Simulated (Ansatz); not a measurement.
HfC: pressure as volume scale varies

Results calculated with Ansatz 0.2.0, not measured. Periodic Kohn-Sham DFT of a crystal at fixed atoms, scaled to volume_scale times the given cell; pressure positive in compression, energy less spherical unpolarised free atoms, largest_vzz the field gradient of largest size among the nuclei.

The cell before it is scaled or strained (space group F-43m, No. 216):
```
cell vectors (Å)
   0.0000     2.5220     2.5220
   2.5220     0.0000     2.5220
   2.5220     2.5220     0.0000
atoms (fractions of the cell vectors)
Hf  0.00000  0.00000  0.00000
C   0.25000  0.25000  0.25000
```

Settings of every row: method frozen-core PAW; functional PBE; relativity scalar; k mesh 11x11x11; filling fermi-dirac; smearing width 0.08 eV; wave cutoff 420 eV; paw set soft_2.

Atom start moment: 0 on all atoms.

Limits: no spin-orbit coupling on heavy atoms; small gap, it may come from the mesh; the cell comes from a prototype or a list of computed structures and needn't be the stable phase.

```csv
row,volume scale,V (Å³/atom),pressure (GPa)
1,0.9405,15.087,10.676
2,0.97,15.56,?
3,1,16.042,0
4,1.03,16.522,-4.36
5,1.06,17.004,-8.15
```

Question: what pressure should row 2 give?

Worked fit of pressure. Take u = (V_r/V)^(2/3) − 1 with V_r = 16.282 Å³ an atom, which is twice the finite (Eulerian) strain; such expansions in the strain, on which the Birch-Murnaghan equation of state is built, carry the rest volume and the bulk modulus. The shown rows have u = 0.05213, 0.00995, -0.00971, -0.02851. Least squares give pressure = −2.2556 + 221.384 × u + 511.92 × u² GPa; a straight line predicts inner rows, each left out in turn, worse (root mean square 0.51 against 0.0061 GPa). The rows lie off it by 0.000, 0.002, -0.003, 0.001. The pressure vanishes at u = 0.0100, or V = 16.04 Å³ an atom, and there the bulk modulus at fixed shape and fractions is B = −V dP/dV = (2/3)(1 + u) dP/du = 156 GPa. The withheld row has u = 0.0307, so the fit gives −2.2556 + 221.384 × (0.0307) + 511.92 × (0.0307)² = 5.023 GPa.

The calculation gave 5.016 GPa. The fit lies 0.007 GPa (0.037 % of the column's range) above it; its largest miss of a shown row is 0.003 GPa.
